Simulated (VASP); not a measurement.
## Ba: single point with PBE

Ba:

```
Ba
1.0
    -2.56250    2.50000    2.50000
     2.56250   -2.50000    2.50000
     2.56250    2.50000   -2.50000
Ba
1
Direct
  0.00000 0.00000 0.00000
```

The cell isn't the ideal one: strain +0.0250 x Voigt [1, 0, 0, 0, 0, 0], atoms carried along.

| Property | Result |
| --- | --- |
| Program | VASP 6.6.1 |
| Task | single point |
| Functional | PBE |
| Potentials or basis | VASP PAW PBE potentials, release 64 (Ba_sv) |
| Cutoff | 520 eV |
| k mesh | 14 × 14 × 14 |
| Occupations | gaussian, width 0.15 eV |
| Spin | no spin polarisation |
| Dipole correction | no |
| Further INCAR settings | ALGO = Fast; EDIFF = 1e-06; NBANDS = 11 |

| Property | Result |
| --- | --- |
| Pressure | -0.1 GPa |
| Band gap on the k mesh | none (metal or under the smearing width) |

Stress tensor (GPa, compression positive):
```
-0.12  0.00  0.00
 0.00 -0.02  0.00
 0.00  0.00 -0.02
```

Levels at points of the mesh, in eV from the Fermi level:
```
           k point  band 3  band 4  band 5  band 6  band 7  band 8
(0.00, 0.00, 0.00)  -13.87  -13.87   -2.74    1.77    1.77    1.91
(0.50, 0.00, 0.00)  -14.02  -13.88   -0.87    0.60    1.25    3.29
(0.00, 0.50, 0.00)  -14.01  -13.87   -0.88    0.75    1.18    3.07
(0.50, 0.50, 0.50)  -14.16  -14.16   -0.54   -0.50    4.10    4.37
```

Wall time 46 s on 1 thread of Intel(R) Xeon(R) Platinum 8559C (Emerald Rapids) (shared host), peak memory 0.3 GiB.

The run has no spin-orbit coupling, so splittings on Ba are missing.
